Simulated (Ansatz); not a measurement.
A substitution in EuO

Computed with Ansatz (plane waves, PAW, 420 eV cutoff): PBE+U, scalar-relativistic, spin polarisation where moments were expected, Gaussian smearing of 0.05 eV. U_eff = 6 eV on Eu 4f.

EuO was relaxed to zero pressure in the rocksalt structure.

The structure is cubic, space group Fm-3m (No. 225). The conventional cell has a = 5.176 Å, b = 5.176 Å, c = 5.176 Å, α = 90.00°, β = 90.00°, γ = 90.00°. Eu (site symmetry m-3m) has 6 O at 2.59 Å as nearest neighbours. Around O (site symmetry m-3m) lie 6 Eu at 2.59 Å. Neighbours are those within 15 % of a site's shortest distance, so a longer bond may be listed from one end only.

Results for EuO†: a (Å) 5.176, V (Å³/atom) 17.34, shortest unlike bond (Å) 2.59, gap (eV) 0.39, largest moment (μB) 6.76, moments parallel, B0 (GPa) 87.

Q: All O is replaced by S and the cell relaxed again in the same space group, with U_eff = 6 eV on Eu 4f. What comes out?

A: EuS†: a (Å) 5.986, V (Å³/atom) 26.81, shortest unlike bond (Å) 2.99, gap (eV) 0.77, largest moment (μB) 6.87, moments parallel, B0 (GPa) 49.

The volume changes by +54.6 %, or +15.6 % in mean length, and the shortest unlike bond by 0.40 Å. The bulk modulus goes from 86.6 to 49.3 GPa, as V^−1.3: with like bonding the larger cell is the softer.

† A lower electronic state or magnetic order may exist, which would shift these entries. The magnetic order is the one that the runs kept or chose among a few; it needn't be the lowest. The heavy elements are treated without spin–orbit coupling. The gaps are differences of one-electron levels.

All runs used the PAW datasets of the set soft_2.
